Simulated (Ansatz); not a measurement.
# Bi (C2/m) in Ansatz: equation of state

How stiff is Bi in PBE, and what volume does it want? The cell is scaled to several volumes.

Program: Ansatz 0.2.0. These are calculated values, not measurements. Logs are shortened: lines on timing, memory, paths and dates and some standing lists are left out, and cuts for length are marked.

### 1 The crystal as given

It takes space group C2/m (No. 12, monoclinic). The conventional cell has a = 6.977 Å, b = 6.265 Å, c = 3.359 Å, α = 90.00°, β = 112.04°, γ = 90.00°. Bi (site symmetry m) has 6 Bi at 3.21 to 3.45 Å as nearest neighbours.

This isn't the form of Bi at room conditions, which is rhombohedral.

### 2 Single point, PBE, 31.98 Å³/atom (volume scaled by 0.94)

input.yaml

```yaml
crystal:
  lattice:
    - [3.4173821397, -3.0686298933, 0.0]
    - [3.4173821397, 3.0686298933, 0.0]
    - [-1.2345086997, 0.0, 3.0499903288]
  atoms:
    - { symbol: Bi, position: [0.753061, 0.753061, 0.857382] }
    - { symbol: Bi, position: [0.246939, 0.246939, 0.142618] }
hamiltonian:
  xc: pbe
  pseudopotentials: { kind: paw }
kpoints:
  mp_grid: { grid: [6, 6, 9] }
scf:
  occupations: { method: fermi_dirac, width: 0.05 }
output:
  forces: true
  stress: true
  eigenvalues: true
  write_density: true
  write_potential: true
  elf: true
  volumetric_format: npy
```

Potentials or basis: Ansatz PAW.

Command:

```bash
$ ansatz run input.yaml --threads 2 --pin off --max-ram 5120MiB --backend cpu --events-out ev --progress --plain --runs-dir out
```

Standard output:

```text
Warning: RAYON_NUM_THREADS=2 ignored (pool sized by the plan → 2); use --threads N
Engine: ansatz 0.2.0, aarch64-unknown-linux-gnu
Pseudopotentials: kind: paw
Pseudopotential: Bi, paw, valence charge 15, recommended cutoff 420 eV (normal), Bi.paw.azcp
Functional definition: PBE
  parameter kappa = 0.804
  parameter beta = 0.06672455060314922
  exchange = pbe_x(kappa = kappa, mu = beta*pi^2/3)
  correlation = pbe_c(beta = beta)
Crystal: 2 atoms, lattice volume = 63.969 Å³
Basis set: ecut = 420 eV, 1269 PW (Γ), exchange–correlation on 64×64×48 points (8 copies of the dense FFT grid, shifted against one another)
Bands: 19, of which v1, the nominal top of the filled ones, is band 15 counted from 1 (14 counted from 0)
Symmetry: 4 space group operations
Space group: C2/m (ITA 12), of the structure as read, at distance tolerance 4.0e-5 Å
k-points: 97 of 324
Non-local potential: Bi, projectors of the file, l = 0: 2, l = 1: 2, l = 2: 2, l = 3: 2
PAW form: soft (Blöchl's): semilocal exchange-correlation on the pseudo side does not see the compensation charge
PAW one-centre angular grid: Bi, 590 points (default); XC on 64 Gauss nodes
Initial density: superposition of atomic densities (neutral atoms: chi_scale 0, normalization atom), corrected by the library's trained network
Initial wavefunctions: pseudopotential atomic-orbital guess
Functional: x = pbe(κ = 0.804, μ = 0.2195149727645171), c = pbe(β = 0.06672455060314922)
SCF iter   1: F=—  HF=-24792.974444 eV  |F-HF|=—  |Δ(HF+E_count)|=         —  Δρ=1.20e-3  dr2=1.20e-3  ethr=1.77e-3  ⟨swp⟩=6.3  Hψ=9056  notcnv=0
preconditioner: auto → Kerker (q_TF=auto, 2.405 Å⁻¹)  [metal: Δε(μ)=0.083 eV  Ē_g=20.554 eV  σ=0.050 eV  W_gap=0.37  n_scr=16 (ndim 8)  ℏωp=25.4 eV  f_vac=0.000  D(μ)=0.92/eV (n_scr^D=4)]
SCF iter   2: F=—  HF=-24792.973190 eV  |F-HF|=—  |Δ(HF+E_count)|=   1.25e-3  Δρ=8.06e-4  dr2=5.23e-4  ethr=3.99e-6  ⟨swp⟩=2.2  Hψ=4043  notcnv=0
SCF iter   3: F=—  HF=-24792.973149 eV  |F-HF|=—  |Δ(HF+E_count)|=   4.08e-5  Δρ=3.05e-4  dr2=7.37e-5  ethr=1.74e-6  ⟨swp⟩=3.0  Hψ=3295  notcnv=0
SCF iter   4: F=—  HF=-24792.973114 eV  |F-HF|=—  |Δ(HF+E_count)|=   3.50e-5  Δρ=1.74e-4  dr2=1.53e-5  ethr=2.46e-7  ⟨swp⟩=2.1  Hψ=2477  notcnv=0
SCF iter   5: F=—  HF=-24792.973111 eV  |F-HF|=—  |Δ(HF+E_count)|=   3.81e-6  Δρ=4.49e-5  dr2=1.04e-6  ethr=5.11e-8  ⟨swp⟩=2.0  Hψ=3289  notcnv=0
SCF iter   6: F=—  HF=-24792.973110 eV  |F-HF|=—  |Δ(HF+E_count)|=   1.72e-7  Δρ=2.29e-5  dr2=2.52e-7  ethr=3.47e-9  ⟨swp⟩=2.4  Hψ=2762  notcnv=0
SCF iter   7: F=-24792.973110 eV  HF=-24792.973110 eV  |F-HF|=2.57e-8  |Δ(HF+E_count)|=   1.18e-7  Δρ=7.09e-6  dr2=2.60e-8  ethr=3.33e-10  ⟨swp⟩=9.5  Hψ=12265  notcnv=0
SCF 1 converged in 7 iterations: F = -24792.973110 eV  dr2 = 2.60e-8
SCF converged after 7 iterations
Free energy (F): -24792.973110 eV
Harris-Foulkes:  -24792.973110 eV  (|F-HF|=2.57e-8)
Internal energy: -24792.965260 eV  (E = F + TS)
E sigma→0 (E₀):  -24792.969185 eV
Entropy (-TS):   -0.007850 eV (-3.925 meV/atom)
Fermi energy:    11.268550 eV
--- Per-component energies (eV) ---
  E_band       = -177.229908
  E_kinetic    = 605.636960
  E_local      = -2903.883768  (includes V_loc(G=0)·N_el)
  E_nonlocal   = 1119.330353
  E_hartree    = 931.385884
  E_xc         = -303.239999
  E_vxc        = -289.396825  (∫ρ·V_xc dr)
  E_paw        = -21326.047359  (= ΣΔE_a)
  E_vpaw       = -571.696454  (= ΣTr[D̂ρ^β])
  E_aug_tail   = -0.000871  (compensation charges beyond the density's cutoff)
  E_ewald      = -2916.146459
  E_smearing   = -0.007850  (= −TS)
  E_closure    = -0.000000  (closes the sum)
  Σ components = -24792.973110   (vs F -24792.973110, Δ=0.00e0)
--- Forces (eV/Å), atoms counted from 1 ---
  atom   1  Bi    -0.03435623     0.00000000    -0.03937569
  atom   2  Bi     0.03435623    -0.00000000     0.03937569
  max |Σ_I F_I| component: 6.94e-18 eV/Å
--- Stress (GPa, compression-positive) ---
        3.432175       0.000000      -0.243312
        0.000000       2.769150      -0.000000
       -0.243312      -0.000000       4.295077
  P = ⅓ Tr σ = 3.4988 GPa (34.988 kbar)
--- Band table (eV; the first three rows and the last of 97) ---
  k-point 0: bands = ["-11.8232", "-11.7840", "-11.7334", "-11.7056", "-11.6001", "-11.5721", "-11.5528", "-11.5407", "-11.5029", "-11.3983", "-2.2628", "2.1533", "7.9341", "8.2299", "13.8830", "14.4782", "15.2030", "15.6480", "15.8269"]
  k-point 1: bands = ["-11.8162", "-11.7572", "-11.7012", "-11.7004", "-11.6089", "-11.5818", "-11.5641", "-11.5501", "-11.5052", "-11.4033", "-2.0761", "2.2015", "8.0550", "8.5229", "13.3149", "14.1145", "14.3768", "14.7015", "15.2133"]
  k-point 2: bands = ["-11.7981", "-11.6909", "-11.6868", "-11.6307", "-11.6274", "-11.6017", "-11.5927", "-11.5676", "-11.5119", "-11.4174", "-1.5290", "2.3372", "8.4046", "9.2915", "10.6478", "12.3879", "13.9133", "14.5110", "15.2042"]
  k-point 96: bands = ["-11.7197", "-11.6828", "-11.6646", "-11.6533", "-11.6425", "-11.6048", "-11.5627", "-11.5495", "-11.4665", "-11.4527", "0.9292", "1.8404", "7.2405", "8.4944", "8.6316", "10.3706", "12.5556", "13.3971", "17.6218"]
```

Wall time 4 s (2 threads of Arm Neoverse V2, shared host); peak memory 0.38 GiB.

What came out:

```
Free energy            : -24792.9731 eV
Pressure               : 3.5 GPa
Largest force          : 0.052 eV/Å
Band gap on the k mesh : none (metal or under the smearing width)
```

Caveat: spin-orbit coupling is left out, which moves the levels of the heavy elements.

### 3 Single point, PBE, 32.66 Å³/atom (volume scaled by 0.96)

input.yaml

```yaml
crystal:
  lattice:
    - [3.441449004, -3.090240675, 0.0]
    - [3.441449004, 3.090240675, 0.0]
    - [-1.2432027094, 0.0, 3.0714698416]
  atoms:
    - { symbol: Bi, position: [0.753061, 0.753061, 0.857382] }
    - { symbol: Bi, position: [0.246939, 0.246939, 0.142618] }
hamiltonian:
  xc: pbe
  pseudopotentials: { kind: paw }
kpoints:
  mp_grid: { grid: [6, 6, 9] }
scf:
  occupations: { method: fermi_dirac, width: 0.05 }
output:
  forces: true
  stress: true
  eigenvalues: true
```

Potentials or basis: Ansatz PAW.

Command:

```bash
$ ansatz run input.yaml --threads 2 --pin off --max-ram 5120MiB --backend cpu --events-out ev --progress --plain --runs-dir out
```

It took 2.5 s on 2 threads of Arm Neoverse V2, shared host; peak memory 0.37 GiB.

It converged, with:

| Property | Result |
| --- | --- |
| Free energy | -24792.9973 eV |
| Pressure | 2.2 GPa |
| Largest force | 0.022 eV/Å |
| Band gap on the k mesh | none (metal or under the smearing width) |

Caveat: spin-orbit coupling is left out, which moves the levels of the heavy elements.

### 4 Single point, PBE, 33.35 Å³/atom (volume scaled by 0.98)

Edit input.yaml of step 3 so:

```diff
@@ -2,5 +2,5 @@
   lattice:
-    - [3.441449004, -3.090240675, 0.0]
-    - [3.441449004, 3.090240675, 0.0]
-    - [-1.2432027094, 0.0, 3.0714698416]
+    - [3.4651838851, -3.1115533531, 0.0]
+    - [3.4651838851, 3.1115533531, 0.0]
+    - [-1.2517767921, 0.0, 3.0926530616]
   atoms:
@@ -19 +19,5 @@
   eigenvalues: true
+  write_density: true
+  write_potential: true
+  elf: true
+  volumetric_format: npy
```

Command:

```bash
$ ansatz run input.yaml --threads 2 --pin off --max-ram 5120MiB --backend cpu --events-out ev --progress --plain --runs-dir out
```

Wall time 4.5 s (2 threads of Arm Neoverse V2, shared host); peak memory 0.38 GiB.

Results (log left out):

```
Free energy            : -24793.0111 eV
Pressure               : 1.1 GPa
Largest force          : 0.017 eV/Å
Band gap on the k mesh : none (metal or under the smearing width)
```

Caveat: spin-orbit coupling is left out, which moves the levels of the heavy elements.

### 5 Single point, PBE, 34.03 Å³/atom

input.yaml

```yaml
crystal:
  lattice:
    - [3.488598, -3.132578, 0.0]
    - [3.488598, 3.132578, 0.0]
    - [-1.260235, 0.0, 3.11355]
  atoms:
    - { symbol: Bi, position: [0.753061, 0.753061, 0.857382] }
    - { symbol: Bi, position: [0.246939, 0.246939, 0.142618] }
hamiltonian:
  xc: pbe
  pseudopotentials: { kind: paw }
kpoints:
  mp_grid: { grid: [6, 6, 9] }
scf:
  occupations: { method: fermi_dirac, width: 0.05 }
output:
  forces: true
  stress: true
  eigenvalues: true
```

Command:

```bash
$ ansatz run input.yaml --threads 2 --pin off --max-ram 5120MiB --backend cpu --events-out ev --progress --plain --runs-dir out
```

Wall time 2.7 s (2 threads of Arm Neoverse V2, shared host); peak memory 0.37 GiB.

The run converged. Its results:

* Free energy: -24793.0157 eV
* Pressure: 0.0 GPa
* Largest force: 0.042 eV/Å
* Band gap on the k mesh: none (metal or under the smearing width)

Caveat: spin-orbit coupling is left out, which moves the levels of the heavy elements.

### 6 Single point, PBE, 34.71 Å³/atom (volume scaled by 1.02)

Edit input.yaml of step 5 so:

```diff
@@ -2,5 +2,5 @@
   lattice:
-    - [3.488598, -3.132578, 0.0]
-    - [3.488598, 3.132578, 0.0]
-    - [-1.260235, 0.0, 3.11355]
+    - [3.5117019713, -3.1533241543, 0.0]
+    - [3.5117019713, 3.1533241543, 0.0]
+    - [-1.2685811704, 0.0, 3.1341701374]
   atoms:
@@ -19 +19,5 @@
   eigenvalues: true
+  write_density: true
+  write_potential: true
+  elf: true
+  volumetric_format: npy
```

Potentials or basis: Ansatz PAW.

Command:

```bash
$ ansatz run input.yaml --threads 2 --pin off --max-ram 5120MiB --backend cpu --events-out ev --progress --plain --runs-dir out
```

Wall time 3.8 s (2 threads of Arm Neoverse V2, shared host); peak memory 0.38 GiB.

The run converged. Its results:

```
Free energy            : -24793.0120 eV
Pressure               : -0.9 GPa
Largest force          : 0.069 eV/Å
Band gap on the k mesh : none (metal or under the smearing width)
```

Caveat: spin-orbit coupling is left out, which moves the levels of the heavy elements.

### 7 Single point, PBE, 35.39 Å³/atom (volume scaled by 1.04)

input.yaml

```yaml
crystal:
  lattice:
    - [3.5345058698, -3.1738008589, 0.0]
    - [3.5345058698, 3.1738008589, 0.0]
    - [-1.2768189413, 0.0, 3.1545224618]
  atoms:
    - { symbol: Bi, position: [0.753061, 0.753061, 0.857382] }
    - { symbol: Bi, position: [0.246939, 0.246939, 0.142618] }
hamiltonian:
  xc: pbe
  pseudopotentials: { kind: paw }
kpoints:
  mp_grid: { grid: [6, 6, 9] }
scf:
  occupations: { method: fermi_dirac, width: 0.05 }
output:
  forces: true
  stress: true
  eigenvalues: true
```

Potentials or basis: Ansatz PAW.

Command:

```bash
$ ansatz run input.yaml --threads 2 --pin off --max-ram 5120MiB --backend cpu --events-out ev --progress --plain --runs-dir out
```

Standard output:

```text
Warning: RAYON_NUM_THREADS=2 ignored (pool sized by the plan → 2); use --threads N
[... 8 set-up lines as earlier in the session ...]
Crystal: 2 atoms, lattice volume = 70.774 Å³
Basis set: ecut = 420 eV, 1361 PW (Γ), exchange–correlation on 64×64×48 points (8 copies of the dense FFT grid, shifted against one another)
[... 31 lines left out ...]
  E_nonlocal   = 1119.286773
  E_hartree    = 984.992538
  E_xc         = -301.694313
  E_vxc        = -287.287114  (∫ρ·V_xc dr)
  E_paw        = -21326.144960  (= ΣΔE_a)
  E_vpaw       = -572.037725  (= ΣTr[D̂ρ^β])
  E_aug_tail   = -0.000869  (compensation charges beyond the density's cutoff)
  E_ewald      = -2819.513446
  E_smearing   = -0.008558  (= −TS)
  E_closure    = -0.000000  (closes the sum)
  Σ components = -24793.000989   (vs F -24793.000989, Δ=0.00e0)
--- Forces (eV/Å), atoms counted from 1 ---
  atom   1  Bi     0.08207352     0.00000000     0.04543655
  atom   2  Bi    -0.08207352    -0.00000000    -0.04543655
  max |Σ_I F_I| component: 1.39e-17 eV/Å
--- Stress (GPa, compression-positive) ---
       -1.666618       0.000000      -0.248874
        0.000000      -2.371856      -0.000000
       -0.248874      -0.000000      -1.056901
  P = ⅓ Tr σ = -1.6985 GPa (-16.985 kbar)
--- Band table (eV; the first three rows and the last of 97) ---
  k-point 0: bands = ["-13.2446", "-13.2199", "-13.1799", "-13.1584", "-13.0892", "-13.0657", "-13.0551", "-13.0434", "-13.0172", "-12.9368", "-3.1520", "0.4906", "6.7619", "7.0327", "12.5343", "12.6363", "13.2745", "13.6087", "13.7614"]
  k-point 1: bands = ["-13.2399", "-13.1999", "-13.1569", "-13.1549", "-13.0953", "-13.0725", "-13.0630", "-13.0499", "-13.0188", "-12.9404", "-2.9886", "0.5388", "6.8701", "7.2833", "11.5586", "12.5255", "12.7272", "12.7509", "13.3042"]
  k-point 2: bands = ["-13.2271", "-13.1510", "-13.1457", "-13.1101", "-13.1040", "-13.0864", "-13.0832", "-13.0619", "-13.0234", "-12.9504", "-2.5143", "0.6663", "7.1829", "7.9375", "9.1660", "10.6531", "12.1213", "12.8014", "13.6530"]
  k-point 96: bands = ["-13.1705", "-13.1445", "-13.1288", "-13.1217", "-13.1191", "-13.0891", "-13.0597", "-13.0473", "-12.9904", "-12.9769", "-0.4899", "0.2795", "6.1265", "7.2318", "7.3917", "8.9316", "11.0918", "11.6384", "15.8381"]
```

Wall time 2.9 s (2 threads of Arm Neoverse V2, shared host); peak memory 0.38 GiB.

Results:

* Free energy: -24793.0010 eV
* Pressure: -1.7 GPa
* Largest force: 0.094 eV/Å
* Band gap on the k mesh: none (metal or under the smearing width)

Caveat: spin-orbit coupling is left out, which moves the levels of the heavy elements.

### 8 Single point, PBE, 36.07 Å³/atom (volume scaled by 1.06)

Edit input.yaml of step 7 so:

```diff
@@ -2,5 +2,5 @@
   lattice:
-    - [3.5345058698, -3.1738008589, 0.0]
-    - [3.5345058698, 3.1738008589, 0.0]
-    - [-1.2768189413, 0.0, 3.1545224618]
+    - [3.5570192531, -3.194016696, 0.0]
+    - [3.5570192531, 3.194016696, 0.0]
+    - [-1.2849517653, 0.0, 3.1746155033]
   atoms:
@@ -19 +19,5 @@
   eigenvalues: true
+  write_density: true
+  write_potential: true
+  elf: true
+  volumetric_format: npy
```

Command:

```bash
$ ansatz run input.yaml --threads 2 --pin off --max-ram 5120MiB --backend cpu --events-out ev --progress --plain --runs-dir out
```

Run time: 4 s. Hardware: 2 threads of Arm Neoverse V2, shared host; peak memory 0.38 GiB.

It converged, with:

```yaml
Free_energy: -24792.9834 eV
Pressure: -2.4 GPa
Largest_force: 0.118 eV/Å
Band_gap_on_the_k_mesh: none (metal or under the smearing width)
```

Caveat: spin-orbit coupling is left out, which moves the levels of the heavy elements.

### 9 Equation of state, PBE

Potentials or basis: Ansatz PAW.

No new run: the results of the series are fitted here.

What came out:

- Equilibrium volume: 34.05 Å³/atom
- Bulk modulus at fixed shape and positions: 48 GPa
- Pressure derivative of the bulk modulus: 4.7

Energy against volume, from the lowest point:
| volume (Å³/atom) | energy (meV/atom) |
| --- | --- |
| 31.984 | 21.28 |
| 32.665 | 9.20 |
| 33.345 | 2.29 |
| 34.026 | 0.00 |
| 34.706 | 1.83 |
| 35.387 | 7.34 |
| 36.067 | 16.13 |

Caveat: the cell was scaled at fixed shape and fractional positions, which overstates the stiffness of a crystal with free parameters, most of all of layers and chains; spin-orbit coupling is left out, which moves the levels of the heavy elements.
